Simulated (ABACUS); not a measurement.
The system is Al.

```
CELL_PARAMETERS angstrom
0.00000 2.02481 2.02481
2.02481 0.00000 2.02481
2.02481 2.02481 0.00000
ATOMIC_POSITIONS crystal
Al 0.00000 0.00000 0.00000
```

Base run:

* Program: ABACUS 3.10.1
* Functional: BLYP
* Potentials or basis: SPMS ONCV 1.0 PBE
* Cutoff: 1361 eV
* Density cutoff: 5442 eV
* Basis: DZP LCAO (the cutoffs set its grid)
* k mesh: 10 × 10 × 10
* Occupations: fermi-dirac, width 0.05 eV
* Spin: no spin polarisation

Its results: band gap on the k mesh none (metal or under the smearing width); pressure 4.6 GPa.

Problem. After a change of settings the same cell gave: band gap on the k mesh none (metal or under the smearing width); pressure -0.4 GPa. Which change was it?
A. functional from BLYP to PBE; potentials or basis from SPMS ONCV 1.0 PBE to Ansatz NC PBE
B. functional from BLYP to PBEsol
C. functional from BLYP to LDA; potentials or basis from SPMS ONCV 1.0 PBE to PseudoDojo NC SR 0.4.1 LDA standard

Solution. A.

Caveats: the atomic orbitals were generated for these runs and aren't a published set; the basis of atomic orbitals isn't converged, which shifts pressures, moduli and gaps; the potentials were made for another functional, which shifts forces and pressure (some runs).

Not every run made on this cell is shown here.
